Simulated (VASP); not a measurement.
Wanted: the native input for a VASP 6.6.1 run.

```
Task                   : relaxation of cell and atoms
Functional             : PBE
Dispersion             : D3(BJ)
Potentials or basis    : VASP PAW PBE potentials, release 64 (Ni, Si)
Cutoff                 : 600 eV
k mesh                 : 8 × 8 × 8
Occupations            : fermi-dirac, width 0.05 eV
Spin                   : collinear spin, ferromagnetic start
Starting moments       : [1.0, 0.0, 0.0] μB
Ladder                 : gaps
Further INCAR settings : ALGO = Normal; EDIFF = 1e-06; IBRION = 2; EDIFFG = -0.01; NSW = 40; ISIF = 3
```

The structure of Si2Ni lies in POSCAR:

```
Si2Ni
1.0
    0.0000000000      2.7030000000      2.7030000000
    2.7030000000      0.0000000000      2.7030000000
    2.7030000000      2.7030000000      0.0000000000
Ni Si
1 2
Direct
    0.0000000000      0.0000000000      0.0000000000
    0.7500000000      0.7500000000      0.7500000000
    0.2500000000      0.2500000000      0.2500000000
```

One way to write it, as run:

INCAR

```
PREC     = Accurate       # precision mode
ENCUT    = 600            # plane-wave cutoff, eV
EDIFF    = 1E-6           # SCF threshold, eV
ISMEAR   = -1             # smearing method
SIGMA    = 0.05           # smearing width, eV
LREAL    = False          # projectors in reciprocal space
LASPH    = True           # aspherical terms in the spheres
NELM     = 150            # most SCF steps
ALGO     = Normal         # electronic algorithm
ISIF     = 3              # what is computed and relaxed
LWAVE    = False          # write WAVECAR
LCHARG   = False          # write CHGCAR
ISPIN    = 2              # spin polarisation
MAGMOM   = 1 0 0          # initial moments
LORBIT   = 11             # projections on sites
LMAXMIX  = 4              # l up to which the mixer works
GGA      = PE             # functional
IVDW     = 12             # dispersion correction
IBRION   = 2              # ionic algorithm
NSW      = 40             # ionic steps
EDIFFG   = -0.01          # ionic threshold
```

KPOINTS

```
regular mesh
0
Gamma
  8 8 8
```

Potentials or basis: VASP PAW PBE potentials, release 64 (Ni, Si).

Run with:

```bash
$ cat potpaw_PBE.64/Ni/POTCAR potpaw_PBE.64/Si/POTCAR > POTCAR
$ mpirun -np 1 vasp_std > vasp.out
```

It gave:

- Relaxed volume: 12.94 Å³/atom
- Relaxed cell: a = 3.800 Å, b = 3.800 Å, c = 3.800 Å, α = 60.00°, β = 60.00°, γ = 60.00°
- Space group after relaxing (to 0.05 Å): Fm-3m (No. 225)
- Energy gained by relaxing: 1.7 meV/atom
- Ionic steps: 4
- Pressure after relaxing: 0.1 GPa
- Band gap on the k mesh: none (metal or under the smearing width)
- Net moment: 0.00 μB per cell
- Valence electrons inside the program's atomic spheres: Ni 9.85; Si 1.59
- Dispersion energy per atom: -0.453 eV

Caveat: pairwise dispersion overbinds metals, which lowers pressure and volume.

Run time: 46 s on 1 thread of Intel(R) Xeon(R) 6975P-C (Granite Rapids) (shared host), peak memory 0.23 GiB.
